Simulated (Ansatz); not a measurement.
# Trial structures of ZnSe5: starts and ends

The calculation used DFT PBE, scalar-relativistic, plane waves, PAW (Ansatz 0.2.0). Settings: cutoff 420 eV, Γ-centred meshes spaced at most about 0.3 Å⁻¹, and about 0.25 Å⁻¹ or finer for metals (2π included), Gaussian smearing. No spin polarisation in the final relaxations.

Each guess was relaxed in cell and atoms at zero pressure, within the symmetry of its start. These are static total energies at zero pressure. Coordination counts Se atoms around Zn (those within 1.25 times the shortest such distance or 1.15 times the sum of covalent radii; the shortest distance is added where it is long for a bond).

```
guess    made from  start group  V start (Å³/atom)  end group  V end (Å³/atom)  coordination at the end  gap on mesh (eV)  E over the lowest end (meV/atom)
    1   SrMg5 type        P-62m               34.7      P-62m             21.7                     Zn 6                 0                                 0
    2   ErCu5 type        F-43m               25.2          ?                ?                        ?                 ?                                 ?
    3   SmZn5 type       P6/mmm               27.3     P6/mmm             26.8         Zn 18 from 4.0 Å                 0                               178
    4  random cell       P6/mmm               30.2     P6/mmm             21.2         Zn 14 from 3.1 Å                 0                               265
```

Guess 2 as it starts:

```cif
data_structure
_symmetry_space_group_name_H-M 'F-43m'
_symmetry_Int_Tables_number 216
_cell_length_a 8.4622
_cell_length_b 8.4622
_cell_length_c 8.4622
_cell_angle_alpha 90.000
_cell_angle_beta 90.000
_cell_angle_gamma 90.000
_cell_volume 605.98
loop_
_atom_site_label
_atom_site_type_symbol
_atom_site_symmetry_multiplicity
_atom_site_Wyckoff_symbol
_atom_site_fract_x
_atom_site_fract_y
_atom_site_fract_z
_atom_site_occupancy
Zn1 Zn 4 a 0.00000 0.00000 0.00000 1
Se1 Se 16 e 0.62500 0.12500 0.12500 1
Se2 Se 4 c 0.25000 0.25000 0.25000 1
```

**Question.** Fill in the missing row: what does this guess relax into, and where does it rank?

**Answer.** It ends in space group F-43m (No. 216), with a = 8.058 Å, 21.8 Å³/atom and no gap. It lies 0.44 eV/atom over the lowest end, above guess 4 and so the highest of the set. Counting Se atoms around Zn, this end has Zn 16 from 3.3 Å and the lowest (guess 1) has Zn 6.

```cif
data_structure
_symmetry_space_group_name_H-M 'P 1'
_symmetry_Int_Tables_number 1
_cell_length_a 5.6979
_cell_length_b 5.6979
_cell_length_c 5.6979
_cell_angle_alpha 60.000
_cell_angle_beta 60.000
_cell_angle_gamma 60.000
_cell_volume 130.81
loop_
_atom_site_label
_atom_site_type_symbol
_atom_site_fract_x
_atom_site_fract_y
_atom_site_fract_z
_atom_site_occupancy
Zn1 Zn 0.00000 0.00000 0.00000 1
Se1 Se 0.37467 0.87599 0.37467 1
Se2 Se 0.37467 0.37467 0.87599 1
Se3 Se 0.37467 0.37467 0.37467 1
Se4 Se 0.87599 0.37467 0.37467 1
Se5 Se 0.75000 0.75000 0.75000 1
```

Energies over the elements count from the elements' standard structures at the same level, with no fitted energy shifts.

**Question.** Is the lowest end bound against the elements?

**Answer.** No: its formation energy is +0.24 eV/atom. It can't be a ground state, since the elements alone are lower.

A magnetic state wasn't ruled out in cells without spin, among them F-43m. The reference form of Se is held partly by dispersion forces, which this level lacks. Cells relaxed within their symmetry can be saddle points. A lower structure may well exist outside this small set. Some candidate types were left out of the draw beforehand, so a known form may be missing.

Only the lowest end brings Se within bonding range of Zn. In the other three, the nearest Se atoms are too far away for normal Zn-Se bonds, so their high coordination numbers describe roomy cages rather than strong bonding. This probably accounts for much of the gap between guess 1 and the rest, but contact distance doesn't order the others: guess 3 has the longest contacts yet lies second. The Se framework must therefore matter as well.

Zn has a filled d shell and two valence s electrons to give, while Se beyond the 1:1 ratio favours two-coordinate chains or rings. The packings tried here, three borrowed from intermetallics and one from a random cell, seem to suit neither preference, which suggests why all four ends lack a gap. The positive formation energy thus reflects unsuitable structures, not weak Zn-Se bonding: zinc blende ZnSe is a well-known, strongly bound semiconductor. ZnSe plus elemental Se is therefore the more demanding test for any better ZnSe5 candidate, and binding against the elements alone wouldn't establish stability.
